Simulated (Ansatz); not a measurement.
ZrC in Ansatz: the effect of target pressure

ZrC:

```
Zr C
1.0
     0.00000    2.36500    2.36500
     2.36500    0.00000    2.36500
     2.36500    2.36500    0.00000
Zr C
1 1
Direct
  0.50000 0.50000 0.50000
  0.00000 0.00000 0.00000
```

Alike in all runs:

| Property | Result |
| --- | --- |
| Program | Ansatz 0.2.0 |
| Task | relaxation of cell and atoms |
| Functional | PBEsol |
| Potentials or basis | Ansatz PAW |
| Cutoff | 420 eV (not typed: the program's choice for these potentials) |
| k mesh | 10 × 10 × 10 |
| Occupations | fermi-dirac, width 0.05 eV |
| Spin | no spin polarisation |

Each run relaxes the cell or the atoms first.

**Question.** One run gave: relaxed volume 12.47 Å³/atom. Which target pressure did it use?
A. 30 GPa
B. 10 GPa
C. 0 GPa
D. 5 GPa
E. 20 GPa

**Answer.** D.

```tsv
target pressure	relaxed volume (Å³/atom)
0 GPa	12.72
2 GPa	12.62
5 GPa	12.47
10 GPa	12.23
20 GPa	11.82
30 GPa	11.47
```

Caveats: the plane-wave basis is chosen anew once the cell has moved, so the energies of steps on either side of that aren't comparable; the PAW data sets come from PBE, with cores solved anew for the run's functional, which leaves a small shift of forces and pressure.
